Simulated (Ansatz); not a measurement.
Crystal: CuO.

```
Cu O
1.0
     4.16094    0.00000    0.00000
     0.00000    4.16094    0.00000
     0.00000    0.00000    3.88764
Cu O
3 3
Direct
  0.50000 0.00000 0.50000
  0.00000 0.50000 0.50000
  0.00000 0.00000 0.00000
  0.00000 0.00000 0.50000
  0.50000 0.00000 0.00000
  0.00000 0.50000 0.00000
```

Measurements of this composition are mostly on another form, of space group No. 15.

Base run:

- Program: Ansatz 0.2.0
- Functional: revPBE
- Potentials or basis: Ansatz PAW
- Cutoff: 420 eV (not typed: the program's choice for these potentials)
- k mesh: 7 × 7 × 7
- Occupations: fermi-dirac, width 0.05 eV
- Spin: no spin polarisation

Its results: band gap on the k mesh none (metal or under the smearing width); pressure 5.3 GPa.

The run is repeated on the same cell with these changes: functional from revPBE to PBE. What comes out?

Band gap on the k mesh none (metal or under the smearing width); pressure 1.8 GPa.

PBE binds more tightly than revPBE, so the same cell stands under less pressure.

Caveats: an odd number of electrons without spin polarisation forces a metal; a magnetic or distorted state may lie lower; the run has no spin polarisation, though such a crystal can be magnetic; semilocal functionals often make such compounds metallic where correlation or magnetic order opens a gap, which also shifts bond lengths; the PAW data sets come from PBE, with cores solved anew for the run's functional, which leaves a small shift of forces and pressure (some runs).
